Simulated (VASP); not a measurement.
# BN (pbesol) (F-43m) in VASP: further runs

BN (pbesol) is run at these levels: PBEsol; tasks: single point.

Everything below comes from runs of VASP 6.6.1. Logs are shortened: lines on timing, memory, paths and dates and some standing lists are left out, and cuts for length are marked.

**What was measured.**

From a printed reference work, monograph, for a bulk crystal of BN at 300 K: band gap 6.4 eV (indirect).

The runs below are set against these values where they give the same quantity.

### 1 The cell of the first run

It takes space group F-43m (No. 216, cubic). Conventional cell: a = 3.532 Å, b = 3.532 Å, c = 3.532 Å, α = 90.00°, β = 90.00°, γ = 90.00°. Within 2.0 Å of B (site symmetry -43m) lie 4 N at 1.53 Å. Within 2.0 Å of N (site symmetry -43m) lie 4 B at 1.53 Å.

### 2 Single point, PBEsol (volume scaled by 0.94)

INCAR reads:

```
  ALGO = Normal
  EDIFF = 1E-6
  ENCUT = 600
  GGA = PS
  GGA_COMPAT = F
  ISIF = 2
  ISMEAR = 0
  LASPH = T
  LCHARG = T
  LELF = T
  LREAL = F
  LVHAR = T
  LWAVE = F
  NBANDS = 11
  NELM = 120
  PREC = Accurate
  SIGMA = 0.02
```

KPOINTS reads:

```
k-points
0
Gamma
  12 12 12
```

POSCAR reads:

```
BN
1.0
    0.0000000000      1.7660395173      1.7660395173
    1.7660395173      0.0000000000      1.7660395173
    1.7660395173      1.7660395173      0.0000000000
B N
1 1
Direct
    0.0000000000      0.0000000000      0.0000000000
    0.2500000000      0.2500000000      0.2500000000
```

Potentials or basis: VASP PAW PBE potentials, release 64 (B, N).

Started as:

```bash
$ cat potpaw_PBE.64/B/POTCAR potpaw_PBE.64/N/POTCAR > POTCAR
$ mpirun -np 1 vasp_std > vasp.out
```

OUTCAR:

```text
EDIFF = 1E-6
   ENCUT = 600
   GGA = PS
   ISIF = 2
   ISMEAR = 0
   LASPH = T
   LREAL = F
   NELM = 120
   PREC = Accurate

 ion  position               nearest neighbor table
   1  0.000  0.000  0.000-   2 1.53   2 1.53   2 1.53   2 1.53
   2  0.250  0.250  0.250-   1 1.53   1 1.53   1 1.53   1 1.53

  LATTYP: Found a face centered cubic cell.
 ALAT       =     3.5320790346

  Lattice vectors:

 A1 = (   0.0000000000,   1.7660395173,   1.7660395173)
 A2 = (   1.7660395173,   0.0000000000,   1.7660395173)
 A3 = (   1.7660395173,   1.7660395173,   0.0000000000)

Analysis of symmetry for initial positions (statically):
=====================================================================
 Subroutine PRICEL returns:
 Original cell was already a primitive cell.

 Routine SETGRP: Setting up the symmetry group for a
 face centered cubic supercell.

 Subroutine GETGRP returns: Found 24 space group operations
 (whereof 24 operations were pure point group operations)
 out of a pool of 48 trial point group operations.

The static configuration has the point symmetry T_d .

Analysis of symmetry for dynamics (positions and initial velocities):
=====================================================================
 Subroutine PRICEL returns:
 Original cell was already a primitive cell.

 Routine SETGRP: Setting up the symmetry group for a
 face centered cubic supercell.

 Subroutine GETGRP returns: Found 24 space group operations
 (whereof 24 operations were pure point group operations)
 out of a pool of 48 trial point group operations.

The dynamic configuration has the point symmetry T_d .

 Subroutine INISYM returns: Found 24 space group operations
 (whereof 24 operations are pure point group operations),
 and found     1 'primitive' translations

----------------------------------------------------------------------------------------

                                     Primitive cell

  volume of cell :      11.0162

  direct lattice vectors                    reciprocal lattice vectors
     0.000000000  1.766039517  1.766039517    -0.283119373  0.283119373  0.283119373
     1.766039517  0.000000000  1.766039517     0.283119373 -0.283119373  0.283119373
     1.766039517  1.766039517  0.000000000     0.283119373  0.283119373 -0.283119373

  length of vectors
     2.497557037  2.497557037  2.497557037     0.490377138  0.490377138  0.490377138

  position of ions in fractional coordinates (direct lattice)
     0.000000000  0.000000000  0.000000000
     0.250000000  0.250000000  0.250000000

  ion indices of the primitive-cell ions
   primitive index   ion index
                 1           1
                 2           2

----------------------------------------------------------------------------------------

 KPOINTS: k-points

Automatic generation of k-mesh.
 Grid dimensions read from file:
 generate k-points for:   12   12   12

 Generating k-lattice:

  Cartesian coordinates                     Fractional coordinates (reciprocal lattice)
    -0.023593281  0.023593281  0.023593281     0.083333333  0.000000000  0.000000000
     0.023593281 -0.023593281  0.023593281     0.000000000  0.083333333  0.000000000
     0.023593281  0.023593281 -0.023593281     0.000000000  0.000000000  0.083333333

  Length of vectors
     0.040864761  0.040864761  0.040864761

  Shift w.r.t. Gamma in fractional coordinates (k-lattice)
     0.000000000  0.000000000  0.000000000

 Subroutine IBZKPT returns following result:
 ===========================================

 Found     72 irreducible k-points:

 Following reciprocal coordinates:
            Coordinates               Weight
  0.000000  0.000000  0.000000      1.000000
  0.083333  0.000000  0.000000      8.000000
  0.166667  0.000000  0.000000      8.000000
  0.250000  0.000000  0.000000      8.000000
  0.333333  0.000000  0.000000      8.000000
  0.416667  0.000000  0.000000      8.000000
[... 16 lines left out ...]
  0.500000  0.166667  0.000000     24.000000
 -0.416667  0.166667  0.000000     24.000000
 [... further k-points ...]
   k-points           NKPTS =     72   k-points in BZ     NKDIM =     72   number of bands    NBANDS=     11
   number of dos      NEDOS =    301   number of ions     NIONS =      2
   total plane-waves  NPLWV =   8000
   dimension x,y,z NGX =    20 NGY =   20 NGZ =   20
   dimension x,y,z NGXF=    40 NGYF=   40 NGZF=   40
   ions per type =               1   1
   NGX,Y,Z   is equivalent  to a cutoff of  13.31, 13.31, 13.31 a.u.
   NGXF,Y,Z  is equivalent  to a cutoff of  26.63, 26.63, 26.63 a.u.
 SYSTEM =  unknown system
   PREC   = accura    normal or accurate (medium, high low for compatibility)
   ISTART =      0    job   : 0-new  1-cont  2-samecut
   ICHARG =      2    charge: 1-file 2-atom 10-const
   ISPIN  =      1    spin polarized calculation?
   LNONCOLLINEAR =      F non collinear calculations
   LSORBIT =      F    spin-orbit coupling
   LASPH  =      T    aspherical Exc in radial PAW
   ENCUT  =  600.0 eV  44.10 Ry    6.64 a.u.   4.99  4.99  4.99*2*pi/ulx,y,z
   NELM   =    120;   NELMIN=  2; NELMDL= -5     # of ELM steps
   EDIFF  = 0.1E-05   stopping-criterion for ELM
   LREAL  =      F    real-space projection
   EDIFFG = 0.1E-04   stopping-criterion for IOM
   NSW    =      0    number of steps for IOM
   IBRION =     -1    ionic relax: 0-MD 1-quasi-New 2-CG
   NFREE  =      0    steps in history (QN), initial steepest desc. (CG)
   ISIF   =      2    stress and relaxation
   ISYM   =      2    0-nonsym 1-usesym 2-fastsym
   POTIM  = 0.5000    time-step for ionic-motion
   TEBEG  =    0.0;   TEEND  =   0.0 temperature during run
   PSTRESS=    0.0 pullay stress
   NELECT =       8.0000    total number of electrons
   NUPDOWN=      -1.0000    fix difference up-down
   EMIN   =  10.00;   EMAX   =-10.00  energy-range for DOS
   EFERMI =   0.00;   METHOD = LEGACY
   ISMEAR =     0;   SIGMA  =   0.02  broadening in eV -4-tet -1-fermi 0-gaus
   EFERMI_NEDOS =   21; number of points for ismear=-14 and -15
   IALGO  =     38    algorithm
   IMIX   =      4    mixing-type and parameters
     AMIX     =   0.40;   BMIX     =  1.00
     AMIX_MAG =   1.60;   BMIX_MAG =  1.00
  volume/ion in A,a.u.               =       5.51        37.17
  Fermi-wavevector in a.u.,A,eV,Ry     =   1.471503  2.780737 29.460972  2.165320
  Thomas-Fermi vector in A             =   2.586631
   LORBIT       =      0    0 simple, 1 ext, 2 COOP (PROOUT), +10 PAW based schemes
   GGA     = PS    functional components
   LHFCALC =     F    Hartree Fock is set to
   AEXX    =    0.0000 exact exchange contribution
   IVDW    =     0    specifies the selected vdW correction
   LEPSILON=     F    determine dielectric tensor
   LRPA    =     F    only Hartree local field effects (RPA)
 non-spin polarized calculation
 Gauss-broadening in eV      SIGMA  =   0.02
  energy-cutoff  :      600.00
  volume of cell :       11.02
 maximum number of plane-waves:       380
   NGX =  9   NGY =  9   NGZ =  9

 number of electron       7.9999999 magnetization

 Free energy of the ion-electron system (eV)
  ---------------------------------------------------
  ext. energy  EPLUGINS =         0.00000000
  ---------------------------------------------------
  free energy    TOTEN  =       -18.29049226 eV

  energy without entropy =      -18.29049226  energy(sigma->0) =      -18.29049226

 E-fermi :   8.4659     XC(G=0): -13.3595

 val. band max:        8.2452633536   @ k =   0.0000   0.0000   0.0000
 cond. band min:      12.5915029859   @ k =   0.5000   0.5000   0.0000
 fundamental gap:      4.3462396323
 Fermi energy:         8.4658761259

 k-point     1 :       0.0000    0.0000    0.0000
  band No.  band energies     occupation
      1     -12.8241      2.00000
      2       8.2453      2.00000
      3       8.2453      2.00000
      4       8.2453      2.00000
      5      17.3336      0.00000
      6      17.3336      0.00000
      7      17.3336      0.00000
      8      19.6601      0.00000
      9      34.0820      0.00000
     10      36.8030      0.00000
     11      36.8030      0.00000

 k-point     2 :       0.0833    0.0000    0.0000
  band No.  band energies     occupation
      1     -12.6446      2.00000
      2       7.2811      2.00000
      3       8.0482      2.00000
      4       8.0482      2.00000
      5      17.6302      0.00000
      6      17.6315      0.00000
      7      17.6315      0.00000
      8      20.1839      0.00000
      9      33.6585      0.00000
     10      34.3711      0.00000
     11      34.3711      0.00000

 k-point     3 :       0.1667    0.0000    0.0000
  band No.  band energies     occupation
      1     -12.1121      2.00000
      2       5.0610      2.00000
      3       7.5719      2.00000
      4       7.5719      2.00000
      5      18.1103      0.00000
      6      18.3159      0.00000
      7      18.3159      0.00000
      8      21.4320      0.00000
      9      32.7297      0.00000
     10      32.7297      0.00000
     11      32.8454      0.00000

 k-point     4 :       0.2500    0.0000    0.0000
  band No.  band energies     occupation
      1     -11.2474      2.00000
      2       2.4476      2.00000
      3       7.0262      2.00000
      4       7.0262      2.00000
      5      18.5529      0.00000
      6      18.9481      0.00000
      7      18.9481      0.00000
      8      22.6576      0.00000
      9      32.2778      0.00000
     10      32.3375      0.00000
     11      32.3375      0.00000
[... 239 lines left out ...]
 k-point    22 :       0.4167    0.1667    0.0000
  band No.  band energies     occupation
      1      -9.1354      2.00000
      2      -0.4283      2.00000
      3       4.9229      2.00000
      4       5.0473      2.00000
      5      16.9634      0.00000
      6      21.3830      0.00000
      7      21.6592      0.00000
      8      22.6774      0.00000
      9      29.3154      0.00000
     10      35.7152      0.00000
     11      37.5746      0.00000

 k-point    23 :       0.5000    0.1667    0.0000
  band No.  band energies     occupation
      1      -8.0447      2.00000
      2      -2.1451      2.00000
      3       4.2927      2.00000
      4       5.1306      2.00000
      5      17.2963      0.00000
      6      21.3682      0.00000
      7      21.3951      0.00000
      8      24.0697      0.00000
      9      29.6878      0.00000
     10      35.9624      0.00000
     11      36.7736      0.00000

 k-point    24 :      -0.4167    0.1667    0.0000
  band No.  band energies     occupation
      1      -7.8272      2.00000
      2      -2.4529      2.00000
      3       3.8563      2.00000
      4       5.4741      2.00000
      5      17.7606      0.00000
      6      20.9401      0.00000
      7      21.2703      0.00000
      8      24.7635      0.00000
      9      29.9847      0.00000
     10      34.3152      0.00000
     11      36.2444      0.00000

 [... further k-points ...]
[... 5 lines left out ...]
  --------------------------------------------------------------------------------------
  -------------------------------------------------------------------------------------
  Total        1.8747904      1.8747904      1.8747904      0.0000000     -0.0000000     -0.0000000
  in kB      272.6666707    272.6666707    272.6666707      0.0000000     -0.0000000     -0.0000000
  external PRESSURE =     272.6666707 kB  Pullay stress =       0.0000000 kB

 VOLUME and BASIS-vectors are now :
 -----------------------------------------------------------------------------
  energy-cutoff  :      600.00
  volume of cell :       11.02
      direct lattice vectors                 reciprocal lattice vectors
     0.000000000  1.766039517  1.766039517    -0.283119373  0.283119373  0.283119373
     1.766039517  0.000000000  1.766039517     0.283119373 -0.283119373  0.283119373
     1.766039517  1.766039517  0.000000000     0.283119373  0.283119373 -0.283119373

 POSITION                                       TOTAL-FORCE (eV/Angst)
 -----------------------------------------------------------------------------------
      0.00000      0.00000      0.00000        -0.000000      0.000000     -0.000000
      0.88302      0.88302      0.88302         0.000000     -0.000000      0.000000
 -----------------------------------------------------------------------------------
    total drift:                                0.000000      0.000000      0.000000

  FREE ENERGIE OF THE ION-ELECTRON SYSTEM (eV)
  ---------------------------------------------------
  free  energy   TOTEN  =       -18.2904922584 eV

  energy  without entropy=      -18.2904922584  energy(sigma->0) =      -18.29049226
```

Run time: 5.5 s. Hardware: 1 thread of AMD EPYC 9R45 (Zen 5), shared host; peak memory 0.09 GiB.

Results:

| Quantity | Value |
| --- | --- |
| Free energy | -18.2905 eV |
| Pressure | 27.3 GPa |
| Band gap on the k mesh | 4.35 eV, indirect (least direct gap 9.09 eV) |

Caveat: the PAW data sets were made with another functional, which shifts forces and pressure a little.

(Continued in part 2 of 3.)
